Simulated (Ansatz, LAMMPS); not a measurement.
# A vacancy of O at several sites of amorphous Al2O3 (155 atoms): runs compared

Aim: make a vacancy of O at several sites of amorphous Al2O3 (155 atoms), relax each, and compare their energies.

Computed with Ansatz 0.2.0: Kohn-Sham DFT, PBE, PAW (set soft_2), plane waves.

### Step 1. The cell as built

The cell holds 155 atoms: 62 Al and 93 O. Cell: a = 12.482 Å, b = 12.482 Å, c = 12.482 Å, α = 90.0°, β = 90.0°, γ = 90.0°. 155 atoms (62 Al, 93 O) placed at random at 2.7 g/cm³, melted at 5000 K for 10 ps at fixed volume with the Morse and Coulomb pair potential with partial charges (Pedone, Malavasi, Menziani, Cormack and Segre, J. Phys. Chem. B 110, 11780 (2006)). Quenched from 5000 K to 300 K at 20 K/ps and fixed volume, held 5 ps, then minimised at fixed cell.

What the set-up can't give: The quench rate of 20 K/ps is many orders above laboratory rates, so the cell is likely richer in defects and strain than a real sample. The starting topology of bonds comes from the classical model, and needn't be the one that DFT or experiment would give. Only the Γ point is sampled, in a cell whose shortest periodic width is 12 Å.

### Step 2. The reference run

The reference is a single point at the end of the relaxation.

Every defect cell starts from the geometry of this run and is relaxed in the fixed cell.

Its input, with most atom lines left out:

```yaml
crystal:
  lattice:
    - [12.4819, 0.0, 0.0]
    - [0.0, 12.4819, 0.0]
    - [0.0, 0.0, 12.4819]
  atoms:
    - { symbol: Al, position: [0.30609, 0.6718, 0.01711] }
    - { symbol: Al, position: [0.85513, 0.92893, 0.46572] }
    - { symbol: Al, position: [0.19115, 0.59044, 0.81294] }
    - { symbol: Al, position: [0.4377, 0.87774, 0.52973] }
    - { symbol: Al, position: [0.03033, 0.75476, 0.6901] }
    - { symbol: Al, position: [0.56497, 0.34836, 0.94817] }
    - { symbol: Al, position: [0.94435, 0.84363, 0.90001] }
    [... atom lines 8 to 155 left out ...]
kpoints:
  mp_grid: { grid: [1, 1, 1] }
hamiltonian:
  xc: pbe
scf:
  occupations: { method: fixed }
output:
  forces: true
  stress: true
  populations: true
  dos:
    method: { smearing: { sigma: 0.08 } }
    de: 0.1
    projected: { site_lists: { Al: [Al], O: [O] } }
  eigenvalues: true
  write_density: true
  write_potential: true
  volumetric_format: npy
```

| Property | Result |
| --- | --- |
| free energy per atom | -556.8205 eV/atom |
| r.m.s. force component | 0.00654 eV/Å |
| pressure | -1.96 GPa |

Filled and empty levels are parted by 3.06 eV (at Γ alone); a semilocal functional tends to put such gaps too low. In a disordered cell it changes from sample to sample, and tail or defect levels can set it.

### Step 3. The runs

Each row is one run, on 4 threads of Arm Neoverse V2, shared host. The free energy is the program's total, comparable only between runs with the same functional, potentials and atoms.

```csv
run,atoms,outcome,"ionic steps, all passes",free energy (eV),time,host memory (GiB)
Single point at the start,155,converged,-,-86304.260,25 s,2.6
Relaxation,155,converged,8,-86307.178,2.8 min,2.5
Single point at the relaxed geometry,155,converged,-,-86307.178,53 s,2.8
"Vacancy of O, site O65",154,converged,8,-85736.858,8.5 min,4.8
"Vacancy of O, site O89",154,converged,20,-85736.388,23 min,4.8
"Vacancy of O, site O137",154,converged,19,-85737.194,19 min,4.8
"Vacancy of O, site O86",154,converged,10,-85736.422,10 min,4.8
"Vacancy of O, site O102",154,converged,8,-85735.875,8 min,4.8
"Vacancy of O, site O140",154,converged,6,-85736.691,6.1 min,4.8
```

In some runs the program notes that starting moments were not kept.

The surroundings of site O137, the cheapest one, after relaxation: 10 atoms, nearest first, with positions taken from that point. Atoms keep their numbers of the cell before the removal, where the removed atom was number 137.

```csv
atom,x,y,z,distance (Å),bonds
Al61,0.81,-0.23,-1.41,1.65,3
Al9,1.04,-0.93,1.05,1.74,3
O112,-0.42,0.96,-1.91,2.18,3
Al29,-1.72,1.80,-1.10,2.72,4
O113,0.05,-1.07,2.58,2.80,3
O89,-0.44,-2.78,0.20,2.82,3
O133,0.18,-1.64,-2.44,2.94,3
O111,2.59,-0.07,1.61,3.05,3
O64,-1.00,2.91,0.10,3.07,3
O147,2.22,0.52,-2.07,3.09,2
```

The column of bonds counts only the pairs O-Al within 2.33 Å; other neighbours, such as metal atoms beside each other in a compound, aren't counted, and periodic images can show an atom twice.

### Step 4. The sites compared

All these cells hold the same atoms, so their energies can be compared with no chemical potential.

```csv
site,neighbours,mean distance (Å),atoms within 6 Å,energy over the best site (eV),before relaxation (eV),gain on relaxing (eV)
O137,Al3,1.82,74,0.00,0.54,1.30
O65,Al2,1.72,76,0.34,0.12,0.54
O140,Al2,1.72,73,0.50,0.00,0.25
O86,Al3,1.81,73,0.77,0.52,0.50
O89,Al4,2.05,73,0.81,0.54,0.49
O102,Al3,1.84,73,1.32,0.72,0.16
```

Neighbours are those of the relaxed host within 2.38 Å (O-Al); other pairs aren't counted.

### Step 5. Findings

The cheapest site is O137 (3 neighbours, Al3); the dearest, O102 (3 neighbours, Al3), costs 1.3 eV more. By coordination the energies over the best site are 0.34 to 0.50 eV with 2 neighbours, 0.00 to 1.32 eV with 3 neighbours and 0.81 eV with 4 neighbours. Relaxation changes the order: the best site before relaxing was O140.

**Limits.** Defects are neutral and interact with their images. The reference ran with fixed occupations, but 6 of the 6 defect cells with fermi-dirac smearing of 0.025 eV, spin polarised. In a disordered cell the relaxation can also rearrange atoms far from the site. In the spin-polarised runs the search for a state of lower energy was switched off. Only 6 of the 93 O sites were tried; unless symmetry makes the others alike to these, a cheaper one may exist. The pressure of -2.0 GPa shows the cell to be stretched for this functional.

The DFT runs together took 80 min of wall time.

[Logs are printed without paths, hosts, clocks, repeated set-up lines and the standing remarks that a program may print on its own settings, such as how far it seeks lower states.]

[Hosts, paths, dates, database ids (printed as entryN), source tags and the programs' standing remarks are cut or masked in the printed files.]
